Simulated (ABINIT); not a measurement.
# MgO (Fm-3m) in ABINIT: settings compared, part 2 of 3

ABINIT 10.8.3 (patched build).

## 3. Band structure, PBEsol

Contents of run.abi:

```
ndtset 2

pp_dirpath "./"
pseudos "Mg.GGA_PBE-JTH.xml, O.GGA_PBE-JTH.xml"

acell 2.9656078099 2.9656078099 2.9656078099 Angstrom
rprim
     0.0000000000     0.7071067812     0.7071067812
     0.7071067812     0.0000000000     0.7071067812
     0.7071067812     0.7071067812     0.0000000000
ntypat 2
znucl 12 8
natom 2
typat 1 2
xred
     0.0000000000     0.0000000000     0.0000000000
     0.5000000000     0.5000000000     0.5000000000

ecut 23.0
pawecutdg 45.0

ixc -116133

occopt 3
tsmear 0.00183747

nstep 100

iomode 3
prtwf 0
prteig 0
prtebands 0
enunit 1
prtden1 1
prtvha1 1
prtvclmb1 1
prtpot1 1

kptopt1 1
ngkpt1 11 11 11
nshiftk1 1
shiftk1 0.0 0.0 0.0
nband1 12
tolvrs1 1.0e-9

iscf2 -2
getden2 1
nband2 18
nbdbuf2 4
tolwfr2 1.0e-11
kptopt2 -9
ndivsm2 5
prteig2 1
prtvol2 -3
kptbounds2
     0.0000000000     0.0000000000     0.0000000000
     0.5000000000     0.0000000000     0.5000000000
     0.5000000000     0.2500000000     0.7500000000
     0.3750000000     0.3750000000     0.7500000000
     0.0000000000     0.0000000000     0.0000000000
     0.5000000000     0.5000000000     0.5000000000
     0.6250000000     0.2500000000     0.6250000000
     0.5000000000     0.2500000000     0.7500000000
     0.5000000000     0.5000000000     0.5000000000
     0.3750000000     0.3750000000     0.7500000000
```

Potentials or basis: JTH PAW PBE v2.0.

Run with:

```console
$ abinit run.abi > log 2>&1
```

run.abo:

```text
.Version 10.8.3 of ABINIT
 DATASET    1 : space group Fm -3 m (#225); Bravais cF (face-center cubic)
================================================================================
 Values of the parameters that define the memory need for DATASET  1.
     intxc =       0    ionmov =       0      iscf =      17    lmnmax =       8
     lnmax =       4     mgfft =      27  mpssoang =       2    mqgrid =    3001
     natom =       2  nloc_mem =       2    nspden =       1   nspinor =       1
    nsppol =       1      nsym =      48    n1xccc =       1    ntypat =       2
    occopt =       3   xclevel =       2
       mpw =         670          nfft =       19683          nkpt =          56
 PAW method is used; the additional fine FFT grid is defined by:
   mgfftf=        36    nfftf =     46656
================================================================================
================================================================================

 DATASET    2 : space group Fm -3 m (#225); Bravais cF (face-center cubic)
================================================================================
 Values of the parameters that define the memory need for DATASET  2.
     intxc =       0    ionmov =       0      iscf =      -2    lmnmax =       8
     lnmax =       4     mgfft =      27  mpssoang =       2    mqgrid =    3001
     natom =       2  nloc_mem =       2    nspden =       1   nspinor =       1
    nsppol =       1      nsym =      48    n1xccc =       1    ntypat =       2
    occopt =       3   xclevel =       2
       mpw =         670          nfft =       19683          nkpt =          87
 PAW method is used; the additional fine FFT grid is defined by:
   mgfftf=        36    nfftf =     46656
================================================================================
================================================================================

--------------------------------------------------------------------------------
------------- Echo of variables that govern the present computation ------------
--------------------------------------------------------------------------------
 -outvars: echo values of preprocessed input variables --------
            acell      5.6041865576E+00  5.6041865576E+00  5.6041865576E+00 Bohr
              amu      2.43050000E+01  1.59994000E+01
             ecut      2.30000000E+01 Hartree
           enunit           1
           getden1          0
[... 944 lines left out ...]
              =  2.965607809900  2.965607809900  2.965607809900 angstroms
 Eigenvalues (   eV  ) for nkpt=  87  k points:
 kpt#   1, nband= 18, wtk=  1.00000, kpt=  0.0000  0.0000  0.0000 (reduced coord)
 -66.23944  -33.15289  -33.15289  -33.15289  -11.75983    5.49859    5.49859    5.49859
  10.25747   21.19065   21.19065   21.19065   25.05829   26.94727   26.94727   30.09771
  30.09771   30.09771
 kpt#   2, nband= 18, wtk=  1.00000, kpt=  0.0357  0.0000  0.0357 (reduced coord)
 -66.23927  -33.15404  -33.15328  -33.15328  -11.74024    5.38829    5.47755    5.47755
  10.38064   20.88127   21.23874   21.23874   25.45437   26.61060   26.98698   30.15683
  30.15683   30.39583
 kpt#   3, nband= 18, wtk=  1.00000, kpt=  0.0714  0.0000  0.0714 (reduced coord)
 -66.23879  -33.15741  -33.15444  -33.15444  -11.68235    5.09050    5.41619    5.41619
  10.71757   20.18436   21.37938   21.37938   25.83438   26.41142   27.10589   30.33491
  30.33491   31.05557
 kpt#   4, nband= 18, wtk=  1.00000, kpt=  0.1071  0.0000  0.1071 (reduced coord)
 -66.23804  -33.16277  -33.15630  -33.15630  -11.58884    4.67399    5.31954    5.31954
  11.20077   19.37502   21.60217   21.60217   24.88745   27.30333   27.65428   30.63390
  30.63390   31.80356
 kpt#   5, nband= 18, wtk=  1.00000, kpt=  0.1429  0.0000  0.1429 (reduced coord)
[... 317 lines left out ...]
  15.31595   17.64627   18.60620   23.06912   24.71868   28.86206   32.06373   34.26871
  34.67000   38.01944
 kpt#  85, nband= 18, wtk=  1.00000, kpt=  0.4028  0.4028  0.6944 (reduced coord)
 -66.22731  -33.22294  -33.20036  -33.17308  -10.17034    1.82196    2.82472    4.44167
  15.53968   17.60319   18.21094   23.33425   24.26563   29.32922   32.89037   33.89747
  34.34047   39.02697
 kpt#  86, nband= 18, wtk=  1.00000, kpt=  0.3889  0.3889  0.7222 (reduced coord)
 -66.22698  -33.21872  -33.20570  -33.17508  -10.14207    1.98019    2.63620    4.37791
  15.57474   17.56510   17.97809   23.55122   23.97094   29.91915   33.16970   33.87856
  34.02276   40.18191
 kpt#  87, nband= 18, wtk=  1.00000, kpt=  0.3750  0.3750  0.7500 (reduced coord)
 -66.22680  -33.21920  -33.20526  -33.17678  -10.12899    1.93276    2.72268    4.32710
  15.48420   17.34173   18.01400   23.71255   23.84498   30.59125   32.91470   33.74318
  34.22908   41.05791

== END DATASET(S) ==============================================================
================================================================================

 -outvars: echo values of variables after computation  --------
            acell      5.6041865576E+00  5.6041865576E+00  5.6041865576E+00 Bohr
           etotal1    -7.9659227723E+01
            fcart1    -0.0000000000E+00 -0.0000000000E+00 -0.0000000000E+00
                      -0.0000000000E+00 -0.0000000000E+00 -0.0000000000E+00
            rprim      0.0000000000E+00  7.0710678120E-01  7.0710678120E-01
                       7.0710678120E-01  0.0000000000E+00  7.0710678120E-01
                       7.0710678120E-01  7.0710678120E-01  0.0000000000E+00
           strten1    -9.0059188026E-05 -9.0059188026E-05 -9.0059188026E-05
                       0.0000000000E+00  0.0000000000E+00  0.0000000000E+00
           xangst      0.0000000000E+00  0.0000000000E+00  0.0000000000E+00
                       2.0970013928E+00  2.0970013928E+00  2.0970013928E+00
             xred      0.0000000000E+00  0.0000000000E+00  0.0000000000E+00
                       5.0000000000E-01  5.0000000000E-01  5.0000000000E-01
 Calculation completed.
```

Run time: 33 s. Hardware: 1 thread of Arm Neoverse V1, shared host; peak memory 0.11 GiB.

What came out:

| Item | Value |
| --- | --- |
| Free energy | -2167.6380 eV |
| Pressure | 2.6 GPa |
| Band gap on the k mesh | 4.76 eV, direct |
| Band gap along the path | 4.76 eV, direct |
| Valence electrons inside the program's atomic spheres | Mg 8.30; O 4.58 |

Levels at the corners of the path, in eV from the valence-band top:
```tsv
point	band 6	band 7	band 8	band 9	band 10	band 11
Γ	0.00	0.00	0.00	4.76	15.69	15.69
X	-4.16	-1.37	-1.37	8.93	10.02	13.12
W	-3.02	-3.02	-1.82	11.58	11.58	12.26
K	-3.57	-2.78	-1.17	9.99	11.84	12.52
Γ	0.00	0.00	0.00	4.76	15.69	15.69
L	-4.73	-0.68	-0.68	7.82	12.66	16.32
U	-3.57	-2.78	-1.17	9.99	11.84	12.52
W	-3.02	-3.02	-1.82	11.58	11.58	12.26
L	-4.73	-0.68	-0.68	7.82	12.66	16.32
K	-3.57	-2.78	-1.17	9.99	11.84	12.52
```

Caveat: the PAW data sets were made with another functional, which shifts forces and pressure a little.

## 4. Band structure, WC

Changes to run.abi since step 3:

```diff
@@ -5,7 +5,7 @@
 
-acell 2.9656078099 2.9656078099 2.9656078099 Angstrom
+acell 3*1.0
 rprim
-     0.0000000000     0.7071067812     0.7071067812
-     0.7071067812     0.0000000000     0.7071067812
-     0.7071067812     0.7071067812     0.0000000000
+     0.0000000000     3.9627583152     3.9627583152
+     3.9627583152     0.0000000000     3.9627583152
+     3.9627583152     3.9627583152     0.0000000000
 ntypat 2
@@ -21,3 +21,3 @@
 
-ixc -116133
+ixc 23
 
@@ -32,7 +32,3 @@
 prtebands 0
-enunit 1
 prtden1 1
-prtvha1 1
-prtvclmb1 1
-prtpot1 1
```

Run with:

```console
$ abinit run.abi > log 2>&1
```

It took 31 s on 1 thread of Arm Neoverse V1, shared host; peak memory 0.11 GiB.

It converged, with:

| Property | Result |
| --- | --- |
| Free energy | -2170.8838 eV |
| Pressure | 2.7 GPa |
| Band gap on the k mesh | 4.79 eV, direct |
| Band gap along the path | 4.79 eV, direct |
| Valence electrons inside the program's atomic spheres | Mg 8.30; O 4.59 |

Levels at the corners of the path, in eV from the valence-band top:
```
point  band 4  band 5  band 6  band 7  band 8  band 9  band 10  band 11  band 12  band 13
    Γ  -38.79  -17.24    0.00    0.00    0.00    4.79    15.72    15.72    15.72    19.61
    X  -38.82  -15.65   -4.14   -1.37   -1.37    8.97    10.07    13.12    19.10    19.10
    W  -38.82  -15.58   -3.01   -3.01   -1.81   11.60    11.60    12.30    15.61    22.03
    K  -38.81  -15.62   -3.55   -2.76   -1.17   10.02    11.88    12.53    18.24    18.37
    Γ  -38.79  -17.24    0.00    0.00    0.00    4.79    15.72    15.72    15.72    19.61
    L  -38.80  -15.87   -4.71   -0.68   -0.68    7.85    12.67    16.36    16.36    21.08
    U  -38.81  -15.62   -3.55   -2.76   -1.17   10.02    11.88    12.53    18.24    18.37
    W  -38.82  -15.58   -3.01   -3.01   -1.81   11.60    11.60    12.30    15.61    22.03
    L  -38.80  -15.87   -4.71   -0.68   -0.68    7.85    12.67    16.36    16.36    21.08
    K  -38.81  -15.62   -3.55   -2.76   -1.17   10.02    11.88    12.53    18.24    18.37
```

Caveat: the PAW data sets were made with another functional, which shifts forces and pressure a little.

## 5. Band structure, PW91

Changes to run.abi since step 4:

```diff
@@ -5,7 +5,7 @@
 
-acell 3*1.0
+acell 5.6041865537 5.6041865537 5.6041865537
 rprim
-     0.0000000000     3.9627583152     3.9627583152
-     3.9627583152     0.0000000000     3.9627583152
-     3.9627583152     3.9627583152     0.0000000000
+     0.0000000000     0.7071067812     0.7071067812
+     0.7071067812     0.0000000000     0.7071067812
+     0.7071067812     0.7071067812     0.0000000000
 ntypat 2
@@ -14,10 +14,10 @@
 typat 1 2
-xred
+xcart
      0.0000000000     0.0000000000     0.0000000000
-     0.5000000000     0.5000000000     0.5000000000
+     2.0970013927     2.0970013927     2.0970013927 Angstrom
 
-ecut 23.0
+ecut 625.861884 eV
 pawecutdg 45.0
 
-ixc 23
+ixc -109134
 
@@ -47,5 +47,4 @@
 kptopt2 -9
-ndivsm2 5
+ndivsm2 6
 prteig2 1
-prtvol2 -3
 kptbounds2
```

Potentials or basis: JTH PAW PBE v2.0.

Run with:

```console
$ abinit run.abi > log 2>&1
```

run.abo:

```text
.Version 10.8.3 of ABINIT
 DATASET    1 : space group Fm -3 m (#225); Bravais cF (face-center cubic)
================================================================================
 Values of the parameters that define the memory need for DATASET  1.
     intxc =       0    ionmov =       0      iscf =      17    lmnmax =       8
     lnmax =       4     mgfft =      27  mpssoang =       2    mqgrid =    3001
     natom =       2  nloc_mem =       2    nspden =       1   nspinor =       1
    nsppol =       1      nsym =      48    n1xccc =       1    ntypat =       2
    occopt =       3   xclevel =       2
       mpw =         670          nfft =       19683          nkpt =          56
 PAW method is used; the additional fine FFT grid is defined by:
   mgfftf=        36    nfftf =     46656
================================================================================
================================================================================

 DATASET    2 : space group Fm -3 m (#225); Bravais cF (face-center cubic)
[... 1488 lines left out ...]
   0.57844    0.64322    0.66965    0.87844    0.88388    1.13338    1.21491    1.24569
   1.26648    1.51464

== END DATASET(S) ==============================================================
================================================================================

 -outvars: echo values of variables after computation  --------
            acell      5.6041865537E+00  5.6041865537E+00  5.6041865537E+00 Bohr
           etotal1    -7.9943300225E+01
            fcart1    -0.0000000000E+00 -0.0000000000E+00 -0.0000000000E+00
                      -0.0000000000E+00 -0.0000000000E+00 -0.0000000000E+00
            rprim      0.0000000000E+00  7.0710678120E-01  7.0710678120E-01
                       7.0710678120E-01  0.0000000000E+00  7.0710678120E-01
                       7.0710678120E-01  7.0710678120E-01  0.0000000000E+00
           strten1    -2.1904135128E-04 -2.1904135128E-04 -2.1904135128E-04
                       0.0000000000E+00  0.0000000000E+00  0.0000000000E+00
           xangst      0.0000000000E+00  0.0000000000E+00  0.0000000000E+00
                       2.0970013913E+00  2.0970013913E+00  2.0970013913E+00
             xred      0.0000000000E+00  0.0000000000E+00  0.0000000000E+00
                       5.0000000000E-01  5.0000000000E-01  5.0000000000E-01
 Calculation completed.
```

Wall time 36 s (1 thread of Arm Neoverse V1, shared host); peak memory 0.11 GiB.

Results:

```
Free energy                                           : -2175.3680 eV
Pressure                                              : 6.4 GPa
Band gap on the k mesh                                : 4.90 eV, direct
Band gap along the path                               : 4.90 eV, direct
Valence electrons inside the program's atomic spheres : Mg 8.30; O 4.61
```

Levels at the corners of the path, in eV from the valence-band top:
| point | band 5 | band 6 | band 7 | band 8 | band 9 | band 10 | band 11 | band 12 |
| --- | --- | --- | --- | --- | --- | --- | --- | --- |
| Γ | -17.28 | 0.00 | 0.00 | 0.00 | 4.90 | 15.90 | 15.90 | 15.90 |
| X | -15.72 | -4.09 | -1.35 | -1.35 | 9.19 | 10.15 | 13.27 | 19.24 |
| W | -15.65 | -2.96 | -2.96 | -1.78 | 11.77 | 11.77 | 12.37 | 15.73 |
| K | -15.69 | -3.50 | -2.72 | -1.15 | 10.20 | 11.96 | 12.68 | 18.36 |
| Γ | -17.28 | 0.00 | 0.00 | 0.00 | 4.90 | 15.90 | 15.90 | 15.90 |
| L | -15.94 | -4.65 | -0.66 | -0.66 | 8.02 | 12.79 | 16.49 | 16.49 |
| U | -15.69 | -3.50 | -2.72 | -1.15 | 10.20 | 11.96 | 12.68 | 18.36 |
| W | -15.65 | -2.96 | -2.96 | -1.78 | 11.77 | 11.77 | 12.37 | 15.73 |
| L | -15.94 | -4.65 | -0.66 | -0.66 | 8.02 | 12.79 | 16.49 | 16.49 |
| K | -15.69 | -3.50 | -2.72 | -1.15 | 10.20 | 11.96 | 12.68 | 18.36 |

Caveat: the PAW data sets were made with another functional, which shifts forces and pressure a little.

(Continued in part 3 of 3.)
